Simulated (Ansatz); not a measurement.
Crystal: CoO.

```xyz
2
Lattice="2.5705 0.0000 0.0000 0.0000 2.5705 0.0000 0.0000 0.0000 2.5705" Properties=species:S:1:pos:R:3 pbc="T T T"
Co    0.0000    0.0000    0.0000
O     1.2853    1.2853    1.2853
```

Measurements of this composition are mostly on another form, of space group No. 225.

Base run:

- Program: Ansatz 0.2.0
- Functional: PBE
- Potentials or basis: Ansatz PAW
- Cutoff: 420 eV (not typed: the program's choice for these potentials)
- k mesh: 10 × 10 × 10
- Occupations: fermi-dirac, width 0.05 eV
- Spin: no spin polarisation

Its results: band gap on the k mesh none (metal or under the smearing width); pressure -3.7 GPa.

Question: The run is repeated on the same cell with these changes: spin from no spin polarisation to collinear spin, ferromagnetic start. What comes out?

Answer: Band gap on the k mesh none (metal or under the smearing width); pressure 11.7 GPa; net moment 3.00 μB per cell; site moments Co +2.48; O +0.48 μB.

Caveats: semilocal functionals often make such compounds metallic where correlation or magnetic order opens a gap, which also shifts bond lengths; an odd number of electrons without spin polarisation forces a metal (some runs); a magnetic or distorted state may lie lower (some runs); a cell with one magnetic atom can't hold antiferromagnetic order, which such compounds often take (some runs).
